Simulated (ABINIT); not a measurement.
Pb, 1 atom in the cell. Symmetry: Fm-3m, No. 225, cubic system. Conventional cell: a = 4.950 Å, b = 4.950 Å, c = 4.950 Å, α = 90.00°, β = 90.00°, γ = 90.00°. Around Pb (site symmetry m-3m) lie 12 Pb at 3.50 Å. 

- Program: ABINIT 10.8.3 (patched build)
- Task: band structure
- Functional: SOGGA
- Potentials or basis: JTH PAW PBE v2.0
- Cutoff: 463 eV
- k mesh: 9 × 9 × 9
- Occupations: fermi-dirac, width 0.05 eV
- Spin: spin-orbit coupling, no magnetisation
- Fine-grid cutoff: 925.187 eV
- Exchange and correlation inside the PAW spheres: full angular mesh (pawxcdev 0, this build's default; the released program takes 1)

Potentials or basis: JTH PAW PBE v2.0.

Launch:

```bash
$ abinit run.abi > log 2>&1
```

Hardware: 1 thread of Intel(R) Xeon(R) 6975P-C (Granite Rapids) (shared host).

How long does it take, and how much memory?

Run time: 110 s on 1 thread of Intel(R) Xeon(R) 6975P-C (Granite Rapids), on a shared host, peak memory 0.15 GiB. Counts: scf iterations 11, k points 39, bands 22, plane waves 701.
